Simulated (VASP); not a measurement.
# AlN (P6_3mc) in VASP: notebook, part 2 of 3

VASP 6.6.1.

**3. Band structure, PBE0**

Contents of POSCAR:

```
AlN                                     
1.0
    3.1278342208      0.0000000000      0.0000000000
   -1.5639171604      2.7087839215      0.0000000000
    0.0000000000      0.0000000000      5.0156648444
  Al              N             
     2     2
Direct
     0.6666666699999979    0.3333333300000021    0.4992676207630851
     0.3333333300000021    0.6666666699999979    0.9992676207630851
     0.6666666699999979    0.3333333300000021    0.8807323792369175
     0.3333333300000021    0.6666666699999979    0.3807323792369175
```

Contents of INCAR.step1:

```
ALGO = Normal ; EDIFF = 1E-5
ENCUT = 450 ; GGA = PE
ISIF = 2 ; ISMEAR = 0
KPAR = 4 ; LASPH = True
LCHARG = False ; LREAL = False
LWAVE = True ; NELM = 120
PREC = Accurate ; SIGMA = 0.02
```

Contents of INCAR.step2:

```
AEXX = 0.25 ; ALGO = Normal
EDIFF = 1E-6 ; ENCUT = 450
GGA = PE ; HFRCUT = -1
ISIF = 2 ; ISMEAR = 0
ISTART = 1 ; KPAR = 4
LASPH = True ; LCHARG = False
LHFCALC = True ; LREAL = False
LWAVE = False ; NELM = 120
PREC = Accurate ; PRECFOCK = Fast
SIGMA = 0.02
```

Contents of KPOINTS:

```
k-points
0
Gamma
  8 8 6
```

Contents of KPOINTS_OPT:

```
path GMKGALHA,LM,KH
12
line-mode
reciprocal
 0.0000000000  0.0000000000  0.0000000000  G
 0.5000000000  0.0000000000  0.0000000000  M

 0.5000000000  0.0000000000  0.0000000000  M
 0.3333333333  0.3333333333  0.0000000000  K

 0.3333333333  0.3333333333  0.0000000000  K
 0.0000000000  0.0000000000  0.0000000000  G

 0.0000000000  0.0000000000  0.0000000000  G
 0.0000000000  0.0000000000  0.5000000000  A

 0.0000000000  0.0000000000  0.5000000000  A
 0.5000000000  0.0000000000  0.5000000000  L

 0.5000000000  0.0000000000  0.5000000000  L
 0.3333333333  0.3333333333  0.5000000000  H

 0.3333333333  0.3333333333  0.5000000000  H
 0.0000000000  0.0000000000  0.5000000000  A

 0.5000000000  0.0000000000  0.5000000000  L
 0.5000000000  0.0000000000  0.0000000000  M

 0.3333333333  0.3333333333  0.0000000000  K
 0.3333333333  0.3333333333  0.5000000000  H
```

Potentials or basis: VASP PAW PBE potentials, release 64 (Al, N).

Command:

```sh
$ cat potpaw_PBE.64/Al/POTCAR potpaw_PBE.64/N/POTCAR > POTCAR
$ cp INCAR.step1 INCAR
$ mpirun -np 4 vasp_std > vasp.out
$ cp INCAR.step2 INCAR
$ mpirun -np 4 vasp_std > vasp.out
```

OUTCAR:

```text
AEXX = 0.25
   EDIFF = 1E-6
   ENCUT = 450
   GGA = PE
   ISIF = 2
   ISMEAR = 0
   ISTART = 1
   LASPH = True
   LHFCALC = True
   LREAL = False
   NELM = 120
   PREC = Accurate
   PRECFOCK = Fast

 ion  position               nearest neighbor table
   1  0.667  0.333  0.499-   4 1.90   4 1.90   4 1.90   3 1.91   2 3.09   2 3.09   2 3.09   2 3.09
                             2 3.09   2 3.09
   2  0.333  0.667  0.999-   3 1.90   3 1.90   3 1.90   4 1.91   1 3.09   1 3.09   1 3.09   1 3.09
                             1 3.09   1 3.09
   3  0.667  0.333  0.881-   2 1.90   2 1.90   2 1.90   1 1.91
   4  0.333  0.667  0.381-   1 1.90   1 1.90   1 1.90   2 1.91

  LATTYP: Found a hexagonal cell.
 ALAT       =     3.1278342208
 C/A-ratio  =     1.6035584019

  Lattice vectors:

 A1 = (   3.1278342208,   0.0000000000,   0.0000000000)
 A2 = (  -1.5639171604,   2.7087839215,   0.0000000000)
 A3 = (   0.0000000000,   0.0000000000,   5.0156648444)

Analysis of symmetry for initial positions (statically):
=====================================================================
 Subroutine PRICEL returns:
 Original cell was already a primitive cell.

 Routine SETGRP: Setting up the symmetry group for a
 hexagonal supercell.

 Subroutine GETGRP returns: Found 12 space group operations
 (whereof  6 operations were pure point group operations)
 out of a pool of 24 trial point group operations.

The static configuration has the point symmetry C_3v.
 The point group associated with its full space group is C_6v.

Analysis of symmetry for dynamics (positions and initial velocities):
=====================================================================
 Subroutine PRICEL returns:
 Original cell was already a primitive cell.

 Routine SETGRP: Setting up the symmetry group for a
 hexagonal supercell.

 Subroutine GETGRP returns: Found 12 space group operations
 (whereof  6 operations were pure point group operations)
 out of a pool of 24 trial point group operations.

The dynamic configuration has the point symmetry C_3v.
 The point group associated with its full space group is C_6v.

 Subroutine INISYM returns: Found 12 space group operations
 (whereof  6 operations are pure point group operations),
 and found     1 'primitive' translations

----------------------------------------------------------------------------------------

                                     Primitive cell

  volume of cell :      42.4959

  direct lattice vectors                    reciprocal lattice vectors
     3.127834221  0.000000000  0.000000000     0.319710039  0.184584681  0.000000000
    -1.563917160  2.708783921  0.000000000     0.000000000  0.369169350  0.000000000
     0.000000000  0.000000000  5.015664844     0.000000000  0.000000000  0.199375363

  length of vectors
     3.127834221  3.127834270  5.015664844     0.369169356  0.369169350  0.199375363

  position of ions in fractional coordinates (direct lattice)
     0.666666670  0.333333330  0.499267621
     0.333333330  0.666666670  0.999267621
     0.666666670  0.333333330  0.880732379
     0.333333330  0.666666670  0.380732379

  ion indices of the primitive-cell ions
   primitive index   ion index
                 1           1
                 2           2
                 3           3
[... 66 lines left out ...]
   ICHARG =      0    charge: 1-file 2-atom 10-const
   ISPIN  =      1    spin polarized calculation?
   LNONCOLLINEAR =      F non collinear calculations
   LSORBIT =      F    spin-orbit coupling
   LASPH  =      T    aspherical Exc in radial PAW
   ENCUT  =  450.0 eV  33.07 Ry    5.75 a.u.   5.41  5.41  8.68*2*pi/ulx,y,z
   NELM   =    120;   NELMIN=  2; NELMDL=  0     # of ELM steps
   EDIFF  = 0.1E-05   stopping-criterion for ELM
   LREAL  =      F    real-space projection
   EDIFFG = 0.1E-04   stopping-criterion for IOM
   NSW    =      0    number of steps for IOM
   IBRION =     -1    ionic relax: 0-MD 1-quasi-New 2-CG
   NFREE  =      0    steps in history (QN), initial steepest desc. (CG)
   ISIF   =      2    stress and relaxation
   ISYM   =      3    0-nonsym 1-usesym 2-fastsym
   POTIM  = 0.5000    time-step for ionic-motion
   TEBEG  =    0.0;   TEEND  =   0.0 temperature during run
   PSTRESS=    0.0 pullay stress
   NELECT =      16.0000    total number of electrons
   NUPDOWN=      -1.0000    fix difference up-down
   EMIN   =  10.00;   EMAX   =-10.00  energy-range for DOS
   EFERMI =   0.00;   METHOD = LEGACY
   ISMEAR =     0;   SIGMA  =   0.02  broadening in eV -4-tet -1-fermi 0-gaus
   EFERMI_NEDOS =   21; number of points for ismear=-14 and -15
   IALGO  =     38    algorithm
   IMIX   =      1    mixing-type and parameters
     AMIX     =   0.40;   BMIX     =  1.00
     AMIX_MAG =   1.60;   BMIX_MAG =  1.00
  volume/ion in A,a.u.               =      10.62        71.69
  Fermi-wavevector in a.u.,A,eV,Ry     =   1.182132  2.233905 19.013271  1.397436
  Thomas-Fermi vector in A             =   2.318392
   LORBIT       =      0    0 simple, 1 ext, 2 COOP (PROOUT), +10 PAW based schemes
   GGA     = PE    functional components
   LHFCALC =     T    Hartree Fock is set to
   PRECFOCK=fast      Normal, Fast or Accurate (Low or Medium for compatibility)
   ENCUT4O =  -1.0   cutoff for four orbital integrals eV
   NKREDX  =     1    reduce k-point grid by
   NKREDY  =     1    reduce k-point grid by
   NKREDZ  =     1    reduce k-point grid by
   AEXX    =    0.2500 exact exchange contribution
   HFSCREEN=    0.0000 screening length (either q_TF or 0.3 A-1)
   HFSCREENC=   0.0000 screening length for correlation (either q_TF or 0.3 A-1)
   ENCUTFOCK=  -1.0 apply spherical cutoff to Coloumb kernel
   IVDW    =     0    specifies the selected vdW correction
   LEPSILON=     F    determine dielectric tensor
   LRPA    =     F    only Hartree local field effects (RPA)
 non-spin polarized calculation
 Gauss-broadening in eV      SIGMA  =   0.02
  energy-cutoff  :      450.00
  volume of cell :       42.50
 maximum number of plane-waves:       954
 NGX is ok and might be reduce to    24
  NGX = 14; NGY = 14; NGZ = 24

 number of electron      15.9999994 magnetization

 Free energy of the ion-electron system (eV)
  ---------------------------------------------------
  ext. energy  EPLUGINS =         0.00000000
  ---------------------------------------------------
  free energy    TOTEN  =       -36.71550629 eV

  energy without entropy =      -36.71550629  energy(sigma->0) =      -36.71550629

 E-fermi :   4.8626     XC(G=0):  -8.5351

 val. band max:        4.6991196376   @ k =   0.0000   0.0000   0.0000
 cond. band min:      10.8151662701   @ k =   0.0000   0.0000   0.0000
 fundamental gap:      6.1160466325
 Fermi energy:         4.8625876098

 k-point     1 :       0.0000    0.0000    0.0000
  band No.  band energies     occupation
      1     -11.9319      2.00000
      2      -9.7008      2.00000
      3      -1.7690      2.00000
      4       3.7542      2.00000
      5       3.7542      2.00000
      6       4.4772      2.00000
      7       4.4772      2.00000
      8       4.6991      2.00000
      9      10.8152      0.00000
     10      13.4297      0.00000
     11      17.7860      0.00000
     12      18.1175      0.00000
[... 331 lines left out ...]
 k-point    24 :       0.3750    0.0000    0.3333
  band No.  band energies     occupation
      1     -10.0746      2.00000
      2      -9.4482      2.00000
      3      -1.0037      2.00000
      4      -0.3203      2.00000
      5       2.0801      2.00000
      6       2.8875      2.00000
      7       3.6045      2.00000
      8       3.6546      2.00000
      9      12.0426      0.00000
     10      12.9671      0.00000
     11      15.9496      0.00000
     12      16.9172      0.00000

 [... further k-points ...]

------------------------ aborting loop because EDIFF is reached ----------------------------------------

  FORCE on cell =-STRESS in cart. coord.  units (eV):
  Direction    XX          YY          ZZ          XY          YZ          ZX
  --------------------------------------------------------------------------------------
  -------------------------------------------------------------------------------------
  Total       -1.5653121     -1.5653122     -1.5709470      0.0000000      0.0000000     -0.0000000
  in kB      -59.0153434    -59.0153446    -59.2277873      0.0000011      0.0000000     -0.0000000
  external PRESSURE =     -59.0861584 kB  Pullay stress =       0.0000000 kB

 VOLUME and BASIS-vectors are now :
 -----------------------------------------------------------------------------
  energy-cutoff  :      450.00
  volume of cell :       42.50
      direct lattice vectors                 reciprocal lattice vectors
     3.127834221  0.000000000  0.000000000     0.319710039  0.184584681  0.000000000
    -1.563917160  2.708783921  0.000000000     0.000000000  0.369169350  0.000000000
     0.000000000  0.000000000  5.015664844     0.000000000  0.000000000  0.199375363

 POSITION                                       TOTAL-FORCE (eV/Angst)
 -----------------------------------------------------------------------------------
      1.56392      0.90293      2.50416        -0.000000      0.000000      0.001261
     -0.00000      1.80586      5.01199        -0.000000      0.000000      0.001261
      1.56392      0.90293      4.41746        -0.000000     -0.000000     -0.001261
     -0.00000      1.80586      1.90963         0.000000     -0.000000     -0.001261
 -----------------------------------------------------------------------------------
    total drift:                                0.000004     -0.000000      0.000307

  FREE ENERGIE OF THE ION-ELECTRON SYSTEM (eV)
  ---------------------------------------------------
  free  energy   TOTEN  =       -36.7155062879 eV

  energy  without entropy=      -36.7155062879  energy(sigma->0) =      -36.71550629
```

Wall time 63 min (4 MPI ranks of Intel Xeon Platinum 8375C at 2.90GHz (Ice Lake), shared host); peak memory 0.24 GiB.

What came out:

```yaml
Free_energy: -36.7155 eV
Band_gap_on_the_k_mesh: 6.12 eV, direct
Band_gap_along_the_path: 6.12 eV, direct
```

Levels at the corners of the path, in eV from the valence-band top:
| point | band 6 | band 7 | band 8 | band 9 | band 10 | band 11 |
| --- | --- | --- | --- | --- | --- | --- |
| Γ | -0.22 | -0.22 | 0.00 | 6.12 | 8.73 | 13.14 |
| M | -2.28 | -1.89 | -0.76 | 7.86 | 7.87 | 10.32 |
| M | -2.28 | -1.89 | -0.76 | 7.86 | 7.87 | 10.32 |
| K | -2.66 | -2.58 | -2.58 | 7.06 | 10.64 | 12.01 |
| K | -2.66 | -2.58 | -2.58 | 7.06 | 10.64 | 12.01 |
| Γ | -0.22 | -0.22 | 0.00 | 6.12 | 8.73 | 13.11 |
| Γ | -0.22 | -0.22 | 0.00 | 6.12 | 8.73 | 13.09 |
| A | -0.60 | -0.60 | -0.60 | 8.54 | 8.54 | 12.61 |
| A | -0.60 | -0.60 | -0.60 | 8.54 | 8.54 | 12.61 |
| L | -1.60 | -1.48 | -1.48 | 7.32 | 7.32 | 11.44 |
| L | -1.60 | -1.48 | -1.48 | 7.32 | 7.32 | 11.44 |
| H | -4.14 | -0.88 | -0.88 | 9.60 | 9.60 | 9.96 |
| H | -4.14 | -0.88 | -0.88 | 9.60 | 9.60 | 9.96 |
| A | -0.60 | -0.60 | -0.60 | 8.54 | 8.54 | 12.61 |
| L | -1.60 | -1.48 | -1.48 | 7.32 | 7.32 | 11.44 |
| M | -2.28 | -1.89 | -0.76 | 7.86 | 7.87 | 10.32 |
| K | -2.66 | -2.58 | -2.58 | 7.06 | 10.64 | 12.01 |
| H | -4.14 | -0.88 | -0.88 | 9.60 | 9.60 | 9.96 |

Caveat: the cutoff is under 1.25 times the usual one of these potentials, so pressure, stress and relaxed cells hold a basis-set (Pulay) error; the PAW data sets were made with another functional, which shifts forces and pressure a little.

**4. Band structure, PBE**

Contents of INCAR:

```
ALGO = Normal ; EDIFF = 1E-6
ENCUT = 300 ; GGA = PE
ISIF = 2 ; ISMEAR = 0
KPAR = 4 ; LASPH = True
LCHARG = False ; LREAL = False
LWAVE = False ; NELM = 120
PREC = Accurate ; SIGMA = 0.02
```

Contents of KPOINTS:

```
k-points
0
Gamma
  12 12 8
```

POSCAR is that of step 3.

KPOINTS_OPT, as its differences from that of step 3:

```diff
@@ -1,3 +1,3 @@
 path GMKGALHA,LM,KH
-12
+20
 line-mode
```

Potentials or basis: VASP PAW PBE potentials, release 64 (Al, N).

Command:

```sh
$ cat potpaw_PBE.64/Al/POTCAR potpaw_PBE.64/N/POTCAR > POTCAR
$ mpirun -np 4 vasp_std > vasp.out
```

OUTCAR:

```text
EDIFF = 1E-6
   ENCUT = 300
   GGA = PE
   ISIF = 2
   ISMEAR = 0
   LASPH = True
   LREAL = False
   NELM = 120
   PREC = Accurate

 ion  position               nearest neighbor table
   1  0.667  0.333  0.499-   4 1.90   4 1.90   4 1.90   3 1.91   2 3.09   2 3.09   2 3.09   2 3.09
                             2 3.09   2 3.09
   2  0.333  0.667  0.999-   3 1.90   3 1.90   3 1.90   4 1.91   1 3.09   1 3.09   1 3.09   1 3.09
                             1 3.09   1 3.09
[... 567 lines left out ...]
  Direction    XX          YY          ZZ          XY          YZ          ZX
  --------------------------------------------------------------------------------------
  -------------------------------------------------------------------------------------
  Total       -5.2776550     -5.2776551     -5.2793805      0.0000001      0.0000000     -0.0000000
  in kB     -198.9779637   -198.9779678   -199.0430167      0.0000037      0.0000000     -0.0000000
  external PRESSURE =    -198.9996494 kB  Pullay stress =       0.0000000 kB

 VOLUME and BASIS-vectors are now :
 -----------------------------------------------------------------------------
  energy-cutoff  :      300.00
  volume of cell :       42.50
      direct lattice vectors                 reciprocal lattice vectors
     3.127834221  0.000000000  0.000000000     0.319710039  0.184584681  0.000000000
    -1.563917160  2.708783921  0.000000000     0.000000000  0.369169350  0.000000000
     0.000000000  0.000000000  5.015664844     0.000000000  0.000000000  0.199375363

 POSITION                                       TOTAL-FORCE (eV/Angst)
 -----------------------------------------------------------------------------------
      1.56392      0.90293      2.50416        -0.000000      0.000000     -0.007699
     -0.00000      1.80586      5.01199         0.000000     -0.000000     -0.007699
      1.56392      0.90293      4.41746        -0.000000      0.000000      0.007699
     -0.00000      1.80586      1.90963         0.000000     -0.000000      0.007699
 -----------------------------------------------------------------------------------
    total drift:                               -0.000008      0.000005      0.000460

  FREE ENERGIE OF THE ION-ELECTRON SYSTEM (eV)
  ---------------------------------------------------
  free  energy   TOTEN  =       -29.7432578518 eV

  energy  without entropy=      -29.7432578518  energy(sigma->0) =      -29.74325785
```

Wall time 18 s (4 MPI ranks of Intel Xeon Platinum 8375C at 2.90GHz (Ice Lake), shared host); peak memory 0.15 GiB.

The run converged, but a check on its numbers failed (symmetry, net force, bounds or a known fault of this set-up), so they aren't taken as properties of the crystal.

Caveat: the cutoff lies under the usual one of these potentials, so the numbers hold a large basis-set error.

**5. Band structure, PBE**

INCAR, as its differences from that of step 4:

```diff
@@ -1,3 +1,3 @@
 ALGO = Normal ; EDIFF = 1E-6
-ENCUT = 300 ; GGA = PE
+ENCUT = 600 ; GGA = PE
 ISIF = 2 ; ISMEAR = 0
```

KPOINTS is that of step 4.

POSCAR is that of step 4.

KPOINTS_OPT is that of step 4.

Command:

```sh
$ cat potpaw_PBE.64/Al/POTCAR potpaw_PBE.64/N/POTCAR > POTCAR
$ mpirun -np 4 vasp_std > vasp.out
```

Run time: 51 s. Hardware: 4 MPI ranks of Intel Xeon Platinum 8375C at 2.90GHz (Ice Lake), shared host; peak memory 0.23 GiB.

The run converged. Its results:

| Quantity | Value |
| --- | --- |
| Free energy | -29.7835 eV |
| Pressure | 0.0 GPa |
| Band gap on the k mesh | 4.06 eV, direct |
| Band gap along the path | 4.06 eV, direct |

Levels at the corners of the path, in eV from the valence-band top:
| point | band 5 | band 6 | band 7 | band 8 | band 9 | band 10 | band 11 | band 12 |
| --- | --- | --- | --- | --- | --- | --- | --- | --- |
| Γ | -0.84 | -0.20 | -0.20 | 0.00 | 4.06 | 6.53 | 10.47 | 11.05 |
| M | -3.30 | -2.05 | -1.75 | -0.68 | 5.77 | 5.77 | 8.04 | 10.16 |
| M | -3.30 | -2.05 | -1.75 | -0.68 | 5.77 | 5.77 | 8.04 | 10.16 |
| K | -3.76 | -2.41 | -2.35 | -2.35 | 5.05 | 8.29 | 9.56 | 9.56 |
| K | -3.76 | -2.41 | -2.35 | -2.35 | 5.05 | 8.29 | 9.56 | 9.56 |
| Γ | -0.84 | -0.20 | -0.20 | 0.00 | 4.06 | 6.53 | 10.47 | 11.05 |
| Γ | -0.84 | -0.20 | -0.20 | 0.00 | 4.06 | 6.53 | 10.47 | 11.05 |
| A | -0.53 | -0.53 | -0.53 | -0.53 | 6.33 | 6.33 | 10.18 | 10.18 |
| A | -0.53 | -0.53 | -0.53 | -0.53 | 6.33 | 6.33 | 10.18 | 10.18 |
| L | -1.44 | -1.44 | -1.35 | -1.35 | 5.25 | 5.25 | 9.16 | 9.16 |
| L | -1.44 | -1.44 | -1.35 | -1.35 | 5.25 | 5.25 | 9.16 | 9.16 |
| H | -3.79 | -3.79 | -0.79 | -0.79 | 7.36 | 7.36 | 7.72 | 7.72 |
| H | -3.79 | -3.79 | -0.79 | -0.79 | 7.36 | 7.36 | 7.72 | 7.72 |
| A | -0.53 | -0.53 | -0.53 | -0.53 | 6.33 | 6.33 | 10.18 | 10.18 |
| L | -1.44 | -1.44 | -1.35 | -1.35 | 5.25 | 5.25 | 9.16 | 9.16 |
| M | -3.30 | -2.05 | -1.75 | -0.68 | 5.77 | 5.77 | 8.04 | 10.16 |
| K | -3.76 | -2.41 | -2.35 | -2.35 | 5.05 | 8.29 | 9.56 | 9.56 |
| H | -3.79 | -3.79 | -0.79 | -0.79 | 7.36 | 7.36 | 7.72 | 7.72 |

(Continued in part 3 of 3.)
